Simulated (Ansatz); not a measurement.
Structure types of Sn were relaxed at one common pressure (all-electron LAPW in Ansatz 0.2.0 under PBE, scalar-relativistic, no spin polarisation, zero temperature). They take these volumes:

```
   type  space group  V (Å³/atom)
    bcc        Im-3m        16.43
    hcp     P6_3/mmc        16.41
  omega       P6/mmm        16.51
diamond        Fd-3m        20.37
     sc        Pm-3m        17.42
```

Problem. At about which pressure, and is the densest type also the lowest in enthalpy?

Solution. 87 GPa. The densest types tie within 0.02 Å³/atom, and bcc is the lowest in enthalpy, by less than the mesh noise of 5 meV/atom.
